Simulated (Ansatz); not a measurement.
**Relaxing Al3As**

These are results of Ansatz, DFT r2SCAN, scalar-relativistic, plane waves, PAW, not measurements.

The start puts Al3As on the anti-ReO3 structure type (Pm-3m, No. 221), with As in place of Re, Al in place of O, at a guessed volume.

Input of the last, converged step (default PAW datasets):

```yaml
crystal:
  lattice:
    - [5.0119119947, 0.0, 0.0]
    - [0.0, 5.0119119947, 0.0]
    - [0.0, 0.0, 5.0119119947]
  atoms:
    - { symbol: Al, position: [0.5, 0.0, 0.0] }
    - { symbol: Al, position: [0.0, 0.5, 0.0] }
    - { symbol: Al, position: [0.0, 0.0, 0.5] }
    - { symbol: As, position: [0.0, 0.0, 0.0] }
basis:
  ecutwfc: 500
kpoints:
  mp_grid: { grid: [10, 10, 10] }
hamiltonian:
  xc: r2scan
scf:
  occupations: { method: gaussian, width: 0.1 }
output:
  forces: true
  stress: true
  eigenvalues: true
relax:
  adjacent_minimum: "off"
  f_tol: 0.01
  max_steps: 80
  cell: { stress_tol: 0.05 }
```

Launched as:

```bash
ansatz run input.yaml --threads 1 --pin off --max-ram 2560MiB --backend cpu --events-out ev --progress --plain --runs-dir out
```

The run took 34 s on 1 thread of Intel(R) Xeon(R) Platinum 8488C (Sapphire Rapids) (shared host), peak memory 0.76 GiB.

The program printed at the end:

```
SCF converged after 5 iterations
Free energy (F): -6481.551969 eV
Harris-Foulkes:  -6481.551969 eV  (|F-HF|=1.82e-12)
Internal energy: -6481.533935 eV  (E = F + TS)
E sigma→0 (E₀):  -6481.542952 eV
Entropy (-TS):   -0.018034 eV (-4.508 meV/atom)
Fermi energy:    3.481218 eV
--- Per-component energies (eV) ---
  E_band       = -359.611472
  E_kinetic    = 161.491756
  E_local      = -2966.593089  (includes V_loc(G=0)·N_el)
  E_nonlocal   = -638.459477
  E_hartree    = 1517.039277
  E_xc         = -177.352749
  E_vxc        = -168.738475  (∫ρ·V_xc dr)
  E_paw        = -3266.498758  (= ΣΔE_a)
  E_vpaw       = 210.257010  (= ΣTr[D̂ρ^β])
  E_aug_tail   = -0.000008  (compensation charges beyond the density's cutoff)
  E_vtau       = 8.352177  (kinetic-family band-sum trace: ∫τ·v_τ [+ j·A + Jᵃ·Aᵃ] dr)
  E_ewald      = -1109.523155
  E_core_change = -1.637732  (= ΣΔE_core)
  E_smearing   = -0.018034  (= −TS)
  E_closure    = 0.000000  (closes the sum)
  Σ components = -6481.551969   (vs F -6481.551969, Δ=0.00e0)
--- Forces (eV/Å), atoms counted from 1 ---
  atom   1  Al     0.00000000     0.00000000     0.00000000
  atom   2  Al     0.00000000     0.00000000     0.00000000
  atom   3  Al     0.00000000     0.00000000     0.00000000
  atom   4  As     0.00000000     0.00000000     0.00000000
  max |Σ_I F_I| component: 7.21e-31 eV/Å
--- Stress (GPa, compression-positive) ---
        0.001881       0.000000       0.000000
        0.000000       0.001881       0.000000
        0.000000       0.000000       0.001881
  P = ⅓ Tr σ = 0.0019 GPa (0.019 kbar)
--- Relaxed structure (1 steps of the walk, 1 accepted, 1 SCFs on fresh bases) ---
  F+E_penalty+E_count = -6481.55196939 eV   max|allowed force component| = 3.456e-31 eV/Å   (the final SCF, on the basis selected at the relaxed cell)
  cell:  # Å, volume = 125.8955 Å³
    - [5.011912, 0.0, 0.0]
    - [0.0, 5.011912, 0.0]
    - [0.0, 0.0, 5.011912]
  atoms:
    - { symbol: Al, position: [0.5, 0.0, 0.0] }
    - { symbol: Al, position: [0.0, 0.5, 0.0] }
    - { symbol: Al, position: [0.0, 0.0, 0.5] }
    - { symbol: As, position: [0.0, 0.0, 0.0] }
```

Total energies depend on the potentials used, so only differences within one code and one set of settings carry meaning.

The result has space group Pm-3m (No. 221). Al has 2 As at 2.51 Å; As has 6 Al at 2.51 Å.

Against the elements it lies at 1.07 eV/atom. Formation energies are uncorrected and refer to the elements' standard structures at the same level.

The k mesh leaves about 4 meV/atom of noise in metals.

A structure relaxed within its symmetry needn't be a true minimum.